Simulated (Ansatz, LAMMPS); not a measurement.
# Structural relaxation of amorphous SiO2 (96 atoms), part 4 of 4

Wanted: the relaxed structure of amorphous SiO2 (96 atoms) and its electronic structure.

Ansatz 0.2.0; Kohn-Sham DFT, PBE, PAW (set soft_2), plane waves.

The cell: 32 Si and 64 O. The quench rate of 50 K/ps is many orders above laboratory rates. The starting topology of bonds comes from the classical model. Only the Γ point is sampled in the main run, in a cell whose shortest periodic width is 11 Å.

So far. Step 4 (Cell and atoms relaxed): The relaxation changed the energy by -54.3 meV/atom, and atoms moved by 0.18 Å r.m.s., 0.35 Å at most. Step 7 (K-mesh 2×2×2): Forces differ from those of the single point at the relaxed geometry by 1.6 meV/Å r.m.s.; the energy by -0.35 meV/atom. It took 3.8 min and 9 cycles; the reference's time can't be set against it, since the two runs asked for unlike analyses.

## 8. Functional HSE06

HSE06 mixes in a quarter of exact exchange at short range, which counters self-interaction, at a higher cost.

This step: Kohn-Sham DFT, HSE06, PAW (set soft_2), plane waves (Ansatz 0.2.0).

input.yaml reads:

```yaml
crystal:
  lattice:
    - [11.22442, -0.39734, 0.06305]
    - [-0.39734, 11.284, -0.25231]
    - [0.06305, -0.25231, 10.939]
  atoms:
    [... the 96 atom lines of step 6 ...]
kpoints:
  mp_grid: { grid: [1, 1, 1] }
hamiltonian:
  xc: hse06
scf:
  occupations: { method: fermi_dirac, width: 0.025 }
output:
  forces: true
  stress: true
  populations: true
  dos:
    method: { smearing: { sigma: 0.08 } }
    de: 0.05
    projected: { site_lists: { O: [O], Si: [Si] } }
  eigenvalues: true
```

Launch:

```
ansatz run input.yaml --threads 4 --pin off --max-ram 8192MiB --backend cpu --events-out ev --progress --plain --runs-dir out
```

Numbers of over 12 decimals in the logs are rounded to 6 here.

The program printed:

```text
Warning: output.stress: scf.convergence.dr2_threshold = 1e-7 eV (the SCF's general default) is looser than the 1.6e-9 eV advised for a printed stress (1e-10 eV for each atom of the cell: 96, of which 16 are counted). What an SCF threshold leaves in a stress goes as its square root, and in the free energy as the threshold itself, and one threshold admits the most on a small cell: [...]
Warning: output.stress: scf.exx.energy_threshold = 1e-6 eV is looser than the 1.6e-7 eV advised for a stress under a hybrid functional (1e-8 eV for each atom of the cell: 96, of which 16 are counted). Every SCF of the exchange loop can meet its threshold on dr2 while the loop round them stops early: [...]
exact exchange: scf.exx.singularity resolves to wigner_seitz, which cuts the screened interaction at the faces of the exchange supercell's Wigner-Seitz cell, so that each pair interacts once, at the shortest of its separations (the periodic images that this leaves out come, [...]
[...]
Crystal: 96 atoms, lattice volume = 1383.020 Å³
Basis set: ecut = 420 eV, 27027 PW (Γ), exchange–correlation on 160×160×150 points (8 copies of the dense FFT grid, shifted against one another)
Bands: 352, of which v1, the nominal top of the filled ones, is band 256 counted from 1 (255 counted from 0)
Symmetry: 1 space group operations
[...]
k-points: 1
[...]
SCF iter   1: F=—  HF=-56764.952687 eV  |F-HF|=—  |Δ(HF+E_count)|=         —  Δρ=1.64e-3  dr2=5.58e-2  ethr=1.77e-3  ⟨swp⟩=14.0  Hψ=2114  notcnv=0
[...]
SCF iter   3: F=-56764.969940 eV  HF=-56764.968825 eV  |F-HF|=1.11e-3  |Δ(HF+E_count)|=   1.07e-3  Δρ=4.80e-4  dr2=1.71e-3  ethr=2.29e-6  ⟨swp⟩=17.0  Hψ=944  notcnv=0  defer=2
SCF 1 stopped early in 3 iterations: F = -56764.969940 eV  dr2 = 1.71e-3
[...]
Exchange kernel: α = 0.2500, screened, ω = 0.2079 Å⁻¹, Wigner–Seitz truncation, v(0) = 953.3703 eV·Å³, q-mesh 1×1×1, nearest image of the exchange supercell L = 10.94 Å, pair-density grid 54×54×54, without the augmentation charges, whose exchange is taken in its separable form (sized by the pseudopotential files, [...]
Frozen-core exchange: fock
SCF iter   1: F=—  HF=-56775.145985 eV  |F-HF|=—  |Δ(HF+E_count)|=         —  Δρ=6.60e-3  dr2=4.76e-1  ethr=3.35e-6  ⟨swp⟩=12.0  Hψ=1865  notcnv=0
[...]
SCF iter   5: F=—  HF=-56775.134546 eV  |F-HF|=—  |Δ(HF+E_count)|=   2.18e-3  Δρ=1.97e-4  dr2=4.50e-4  ethr=4.52e-8  ⟨swp⟩=5.0  Hψ=1084  notcnv=0
SCF iter   6: F=-56775.134373 eV  HF=-56775.134427 eV  |F-HF|=5.43e-5  |Δ(HF+E_count)|=   1.19e-4  Δρ=7.06e-5  dr2=7.19e-5  ethr=4.52e-8  ⟨swp⟩=4.0  Hψ=908  notcnv=0
SCF 2 stopped early in 6 iterations: F = -56775.134373 eV  dr2 = 7.19e-5
  Residual-converged pass: ⟨swp⟩=4.0  Hψ=1011  notcnv=0  max |occ|·‖R‖ = 5.3e-6 eV (tolerance 6.7e-6 eV)  dr2=7.30e-5  dr2_onsite=2.71e-6  max |Δocc| = 0.0e0
[...]
hybrid outer 1: dexx = +1.838e-1 eV, tail = 2.99e-4 eV
[...]
Frozen-core exchange: fock
SCF iter   1: F=—  HF=-56775.131951 eV  |F-HF|=—  |Δ(HF+E_count)|=         —  Δρ=2.43e-5  dr2=4.56e-6  ethr=2.92e-7  ⟨swp⟩=14.0  Hψ=1001  notcnv=0
[...]
SCF iter   5: F=-56775.131959 eV  HF=-56775.131959 eV  |F-HF|=8.95e-10  |Δ(HF+E_count)|=  4.66e-10  Δρ=6.95e-7  dr2=4.78e-9  ethr=4.64e-12  ⟨swp⟩=6.0  Hψ=868  notcnv=0
SCF 3 converged in 5 iterations: F = -56775.131959 eV  dr2 = 4.78e-9
[...]
hybrid outer 2: dexx = +5.712e-6 eV, tail = 4.13e-8 eV, Δε = 1.45e-3 eV (about 1.88e-5 eV left of the loop's levels), ΔF = 3.41e-3 eV/Å (tail 2.05e-4)
hybrid SCF converged: 2 outer / 11 inner (+3 warm-up), last move |dexx| = 5.71e-6 eV, tail = 4.13e-8 eV
Stability not checked: this state was not tested for a lower state beside it, because the functional holds exact exchange (a hybrid, or Hartree-Fock), whose exchange loop this test does not read (fock_operator; see scf.lower_state_search)
Free energy (F): -56775.131959 eV
Frozen-core exchange: fock
[...]
Internal energy: -56775.131959 eV  (E = F + TS)
E sigma→0 (E₀):  -56775.131959 eV
Fermi energy:    3.670648 eV
[...]
Σ components = -56775.131959   (vs F -56775.131959, Δ=0.00e0)
--- Forces (eV/Å), atoms counted from 1 ---
  atom   1  Si    -0.02429561     0.00251147     0.04039531
  atom   2  Si    -0.04669422     0.00592499     0.01094363
  atom   3  Si    -0.01943165     0.05271578     0.00125969
  atom   4  Si     0.03113326     0.02401161    -0.04135913
[...]
atom  96  O      0.33474861     0.26516049     0.15265379
  max |Σ_I F_I| component: 3.11e-4 eV/Å
--- Stress (GPa, compression-positive) ---
       -4.724922      -0.005655      -0.022308
       -0.005653      -4.833359       0.021444
       -0.022311       0.021443      -4.798533
  P = ⅓ Tr σ = -4.7856 GPa (-47.856 kbar)
--- Band table (eV) ---
[...]
--- Löwdin populations: 96 sites ---
  site symbol       q [e]
     0     Si      2.1340
     1     Si      2.1333
     2     Si      2.1561
[...]
95      O      6.8102
  spilling = 0.013892 (of n_electrons = 512.000000)
```

It took 5.1 min on 4 threads of Arm Neoverse V1, shared host; peak memory 4 GiB.

The program notes that the exchange threshold is loose for the stress and the SCF threshold is loose for the stress.

Geometry and reference: those of the single point at the relaxed geometry.

Forces differ from those of the single point at the relaxed geometry by 185 meV/Å r.m.s.; the pressure by -4.8 GPa and the gap by +1.8 eV. It took 5.1 min and 14 cycles; the reference's time can't be set against it, since the two runs asked for unlike analyses.

Numbers from this run:

```
free energy                                      : -56775.1320 eV
free energy per atom                             : -591.4076 eV/atom
SCF cycles                                       : 14
pressure                                         : -4.786 GPa
r.m.s. force component                           : 0.1848 eV/Å
longest force                                    : 0.6286 eV/Å
Fermi energy                                     : 3.671 eV
gap (highest filled to lowest empty level) : 7.192 eV
spilling of the projection                       : 0.01389
```

Length of the force by element:

```tsv
element	coordination	atoms	mean length of the force (eV/Å)	spread	least	most
O	all	64	0.363	0.142	0.0928	0.629
Si	all	32	0.053	0.0196	0.0203	0.0963
```

Löwdin charges by element (they lack the spilled electrons, 0.074 e an atom on average):

```tsv
element	coordination	atoms	mean charge (e)	spread	least	most
O	all	64	-0.814	0.0087	-0.831	-0.787
Si	all	32	1.85	0.0122	1.81	1.87
```

Density of states as counts of states in windows of 1 eV (from the Fermi level), total and the larger projections:

```tsv
from (eV)	to (eV)	total	O p	Si p
-10	-9	37.0	28.2	7.3
-9	-8	36.6	28.8	6.9
-8	-7	17.4	14.0	1.9
-7	-6	58.8	51.6	3.8
-6	-5	81.8	76.5	2.5
-5	-4	71.6	68.8	1.2
-4	-3	26.4	25.9	0.2
-3	3	0.0	0.0	0.0
3	4	2.0	0.1	0.0
4	5	0.0	0.0	0.0
```

Between -25 and -10 eV lie 182 more states.

The levels nearest the highest filled one (over half full), pooled over k-points and spins:

```tsv
level less the highest filled one (eV)	occupation
-0.214	2
-0.196	2
-0.175	2
-0.131	2
-0.119	2
0	2
7.19	0
8.78	0
8.85	0
8.93	0
9.00	0
9.05	0
```

## 9. Functional r2SCAN (500 eV)

The meta-GGA r2SCAN uses the kinetic energy density as well as the density and its gradient. Besides, the cutoff goes from 420 to 500 eV.

This step: Kohn-Sham DFT, r2SCAN, PAW (set soft_2), plane waves (Ansatz 0.2.0).

input.yaml, as its differences from that of step 8:

```diff
@@ -10,3 +10,3 @@
 hamiltonian:
-  xc: hse06
+  xc: r2scan
 scf:
```

The program printed:

```text
[...]
Crystal: 96 atoms, lattice volume = 1383.020 Å³
Basis set: ecut = 500 eV, 35063 PW (Γ), exchange–correlation on 360×360×320 points (64 copies of the dense FFT grid, shifted against one another)
Bands: 352, of which v1, the nominal top of the filled ones, is band 256 counted from 1 (255 counted from 0)
Symmetry: 1 space group operations
[...]
k-points: 1
[...]
SCF iter   1: F=—  HF=-56953.690732 eV  |F-HF|=—  |Δ(HF+E_count)|=         —  Δρ=6.99e-3  dr2=7.26e-1  dr2_τ=7.87e0  ethr=1.77e-3  ⟨swp⟩=6.0  Hψ=1691  notcnv=0  defer=58
[...]
SCF iter   8: F=—  HF=-56956.240852 eV  |F-HF|=—  |Δ(HF+E_count)|=   3.40e-6  Δρ=6.98e-6  dr2=6.65e-7  dr2_τ=4.33e-8  ethr=5.06e-10  ⟨swp⟩=2.0  Hψ=518  notcnv=0  defer=89
SCF iter   9: F=-56956.240853 eV  HF=-56956.240853 eV  |F-HF|=1.16e-7  |Δ(HF+E_count)|=   1.90e-7  Δρ=1.12e-6  dr2=3.04e-8  dr2_τ=1.63e-9  ethr=1.95e-11  ⟨swp⟩=14.0  Hψ=2195  notcnv=0
SCF 1 converged in 9 iterations: F = -56956.240853 eV  dr2 = 3.04e-8
[...]
SCF converged after 9 iterations
Free energy (F): -56956.240853 eV
[...]
Internal energy: -56956.240853 eV  (E = F + TS)
E sigma→0 (E₀):  -56956.240853 eV
Fermi energy:    3.989725 eV
[...]
Σ components = -56956.240853   (vs F -56956.240853, Δ=0.00e0)
--- Forces (eV/Å), atoms counted from 1 ---
  atom   1  Si    -0.01177040     0.00160690     0.05079548
  atom   2  Si    -0.05272607    -0.00748348     0.03929787
  atom   3  Si    -0.03905836     0.04390670    -0.00805170
  atom   4  Si     0.04153284     0.02792425    -0.03276486
[...]
atom  96  O      0.27676713     0.21755115     0.12642699
  max |Σ_I F_I| component: 5.71e-5 eV/Å
--- Stress (GPa, compression-positive) ---
       -4.651311      -0.000088      -0.031903
       -0.000088      -4.763542       0.028187
       -0.031908       0.028187      -4.723928
  P = ⅓ Tr σ = -4.7129 GPa (-47.129 kbar)
--- Band table (eV) ---
[...]
--- Löwdin populations: 96 sites ---
  site symbol       q [e]
     0     Si      2.1290
     1     Si      2.1291
     2     Si      2.1518
[...]
95      O      6.8142
  spilling = 0.013681 (of n_electrons = 512.000000)
```

Elapsed: 58 s, on 4 threads; peak memory 3.7 GiB.

Geometry and reference: those of the single point at the relaxed geometry.

Forces differ from those of the single point at the relaxed geometry by 155 meV/Å r.m.s.; the pressure by -4.7 GPa and the gap by +0.68 eV. It took 58 s and 9 cycles; the reference's time can't be set against it, since the two runs asked for unlike analyses.

## 10. Functional PBEsol

PBEsol restores the gradient expansion of exchange for slowly varying densities and usually gives shorter bonds in solids than PBE.

This step: Kohn-Sham DFT, PBEsol, PAW (set soft_2), plane waves (Ansatz 0.2.0).

input.yaml, as its differences from that of step 9:

```diff
@@ -10,3 +10,3 @@
 hamiltonian:
-  xc: r2scan
+  xc: pbesol
 scf:
```

The program printed:

```text
[...]
Crystal: 96 atoms, lattice volume = 1383.020 Å³
Basis set: ecut = 420 eV, 27027 PW (Γ), exchange–correlation on 160×160×150 points (8 copies of the dense FFT grid, shifted against one another)
Bands: 352, of which v1, the nominal top of the filled ones, is band 256 counted from 1 (255 counted from 0)
Symmetry: 1 space group operations
[...]
k-points: 1
[...]
SCF iter   1: F=—  HF=-55886.682735 eV  |F-HF|=—  |Δ(HF+E_count)|=         —  Δρ=1.14e-2  dr2=1.39e0  ethr=1.77e-3  ⟨swp⟩=7.0  Hψ=1758  notcnv=0  defer=56
[...]
SCF iter   8: F=—  HF=-55886.274196 eV  |F-HF|=—  |Δ(HF+E_count)|=   1.92e-8  Δρ=4.07e-6  dr2=2.08e-7  ethr=3.75e-10  ⟨swp⟩=2.0  Hψ=517  notcnv=0  defer=88
SCF iter   9: F=-55886.274196 eV  HF=-55886.274196 eV  |F-HF|=2.12e-9  |Δ(HF+E_count)|=   1.60e-7  Δρ=1.31e-6  dr2=2.30e-8  ethr=1.95e-11  ⟨swp⟩=15.0  Hψ=2072  notcnv=0
SCF 1 converged in 9 iterations: F = -55886.274196 eV  dr2 = 2.30e-8
[...]
SCF converged after 9 iterations
Free energy (F): -55886.274196 eV
[...]
Internal energy: -55886.274196 eV  (E = F + TS)
E sigma→0 (E₀):  -55886.274196 eV
Fermi energy:    3.995027 eV
[...]
Σ components = -55886.274196   (vs F -55886.274196, Δ=0.00e0)
--- Forces (eV/Å), atoms counted from 1 ---
  atom   1  Si     0.03002192    -0.03866724    -0.02207860
  atom   2  Si     0.00426494     0.03059365    -0.01647700
  atom   3  Si     0.00236547    -0.01386364    -0.02306402
  atom   4  Si     0.02899503     0.00487267     0.02859490
[...]
atom  96  O      0.09930980     0.07118198     0.04311079
  max |Σ_I F_I| component: 3.20e-5 eV/Å
--- Stress (GPa, compression-positive) ---
       -2.387012      -0.025961       0.010030
       -0.025960      -2.478201      -0.009979
        0.010029      -0.009980      -2.461423
  P = ⅓ Tr σ = -2.4422 GPa (-24.422 kbar)
--- Band table (eV) ---
[...]
--- Löwdin populations: 96 sites ---
  site symbol       q [e]
     0     Si      2.2226
     1     Si      2.2221
     2     Si      2.2437
[...]
95      O      6.7665
  spilling = 0.013912 (of n_electrons = 512.000000)
```

The job ended after 21 s (4 threads; peak memory 1.6 GiB; 80 s of CPU time).

Geometry and reference: those of the single point at the relaxed geometry.

Forces differ from those of the single point at the relaxed geometry by 60 meV/Å r.m.s.; the pressure by -2.4 GPa and the gap by -0.047 eV.

## 11. What each setting buys

Differences are against the single point at the relaxed geometry (Kohn-Sham DFT, PBE, PAW (set soft_2), plane waves), whose r.m.s. force component is 0.00338 eV/Å. Energies are set beside the reference only for runs with its functional, potentials and electron count. Times are for 4 threads of Arm Neoverse V1, shared host. The reference's time includes grids, which some other runs skip.

```tsv
run	Δ force, r.m.s. (meV/Å)	Δ energy (meV/atom)	Δ pressure (GPa)	Δ gap (eV)	cycles	time	host memory (GiB)
reference	-	-	-	-	9	25 s	1.6
k-mesh 2×2×2	1.60	-0.348	0.003	7.0e-4	9	3.8 min	6.2
functional HSE06	185	-	-4.78	1.83	14	5.1 min	4.0
functional r2SCAN (500 eV)	155	-	-4.70	0.678	9	58 s	3.7
functional PBEsol	59.6	-	-2.43	-0.0467	9	21 s	1.6
```

## 12. What came out

```yaml
energy_change_in_the_relaxation: -54.31 meV/atom
r_m_s_displacement: 0.179 Å
largest_displacement: 0.351 Å
free_energy_per_atom: -591.3014 eV/atom
pressure: -0.009114 GPa
r_m_s_force_component: 0.00338 eV/Å
spacing_of_highest_filled_and_lowest_empty_level: 5.357 eV
wall_time_of_the_7_dft_runs: 13 min
```

**Reading.** Relaxation lowers the energy by 54.3 meV/atom and moves atoms by 0.18 Å r.m.s.; the r.m.s. force component goes from 0.66 to 0.0034 eV/Å. Displacements are taken in the final cell, so they leave out its strain. By the final cutoffs no bond was broken or made. The cell shrank by 4.7 % in volume. First to last step the energy falls by 5.214 eV, across changes of basis; the largest move, 0.35 Å, is that of O38, with 1 other atom within 2 % of it. The O-Si bonds go from 1.628 Å (spread 0.024) to 1.633 Å (spread 0.013). With the cutoffs above, all O atoms have 2 and all Si atoms have 4 bonded neighbours. 100 % of the oxygens bridge two formers (Si) and 0 % are non-bridging. Between filled and empty levels lie 5.36 eV (at Γ alone); a semilocal functional tends to put such gaps too low. In a disordered cell it changes from sample to sample, and tail or defect levels can set it.

Among the changes of functional, dispersion, potentials or spin set against this reference, functional HSE06 moves the forces most, by 185 meV/Å r.m.s. The gap changes by +1.83 eV with HSE06.

What to keep in mind: The starting topology of bonds comes from the classical model; DFT moved the atoms only locally, and no bond changed.

Against the measurements quoted at the start:

```tsv
quantity	measured	this cell	difference	method of the measurement
density	2.2 g/cm³	2.31 g/cm³	+4.9 %	tabulated bulk density
nearest Si–O distance	1.61 Å	1.63 Å	+1.4 %	high-energy XRD, PDF Gaussian fit
nearest Si–Si distance	3.08 Å	3.04 Å	-1.3 %	diffraction, Gaussian radial peak fit
nearest O–O distance	2.63 Å	2.66 Å	+1.1 %	diffraction, Gaussian radial peak fit
number of O about Si	4	4	+0.0 %	high-energy XRD, PDF Gaussian fit
Si–O–Si angle	148.3 °	143 °	-3.5 %	x-ray and neutron diffraction, model fit
```

The cell differs from the measured distances by up to 1.4 %, neighbour counts by up to 0.0 %, angles by up to 3.5 % and density by up to 4.9 %. Distances of this cell are positions of the first main peak of g(r), or bond means where the peak is narrow; means over all bonds within a cutoff lie farther out for broad shells. The network comes from the model that made the cell; DFT moved the atoms only locally, and no bond changed. Our coordination numbers hang on a cutoff, and experiments count neighbours in their own ways.

[Logs are printed without paths, hosts, clocks, repeated set-up lines and the standing remarks that a program may print on its own settings, such as how far it seeks lower states.]

[Hosts, paths, dates, database ids (printed as entryN), source tags and the programs' standing remarks are cut or masked in the printed files.]
